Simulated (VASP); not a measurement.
## Zn2SnN2: single point with r2SCAN

Crystal: Zn2SnN2.

```
Zn Sn N
1.0
     3.51210    0.00000    0.00000
    -1.75605    3.04157    0.00000
     0.00000    0.00000    6.49234
Zn Sn N
2 1 2
Cartesian
  0.0000 2.0277 4.1648
  1.7561 1.0139 2.3275
  -1.7561 3.0416 0.0000
  1.7561 1.0139 4.6222
  0.0000 2.0277 1.8702
```

The cell was built by a generator and needn't be a form met in nature.

```yaml
Program: VASP 6.6.1
Task: single point
Functional: r2SCAN
Potentials_or_basis: VASP PAW PBE potentials, release 64 (Zn, Sn_d, N)
Cutoff: 520 eV
k_mesh: 10 × 10 × 6
Occupations: gaussian, width 0.1 eV
Spin: no spin polarisation
Further_INCAR_settings: ALGO = Normal; EDIFF = 1e-06; NBANDS = 32
```

| Quantity | Value |
| --- | --- |
| Pressure | -3.6 GPa |
| Largest force | 0.108 eV/Å |
| Band gap on the k mesh | none (metal or under the smearing width) |

Forces in eV/Å, atoms in the order of the input:
```
Zn   0.000  0.000 -0.054
Zn   0.000  0.000  0.054
Sn   0.000  0.000  0.000
N    0.000  0.000 -0.108
N    0.000  0.000  0.108
```

Stress tensor (GPa, compression positive):
```
-3.75  0.00  0.00
 0.00 -3.75  0.00
 0.00  0.00 -3.40
```

Levels at points of the mesh, in eV from the Fermi level:
| k point | band 21 | band 22 | band 23 | band 24 | band 25 | band 26 | band 27 | band 28 |
| --- | --- | --- | --- | --- | --- | --- | --- | --- |
| (0.00, 0.00, 0.00) | -1.32 | -1.32 | -0.89 | -0.89 | 1.21 | 3.61 | 5.34 | 5.34 |
| (0.50, 0.00, 0.00) | -4.21 | -3.32 | -1.89 | -0.70 | 0.42 | 3.02 | 3.26 | 3.93 |
| (0.00, 0.00, 0.50) | -1.35 | -0.83 | -0.83 | -0.38 | 0.24 | 3.69 | 5.12 | 5.12 |
| (0.50, 0.00, 0.50) | -2.96 | -2.88 | -2.83 | -2.33 | -0.10 | 3.31 | 4.17 | 4.29 |

Wall time 2.5 min on 4 MPI ranks on Intel(R) Xeon(R) Platinum 8559C (Emerald Rapids), with other jobs on the host, peak memory 0.3 GiB a rank.

Caveat: the PAW data sets were made with another functional, which shifts forces and pressure a little.
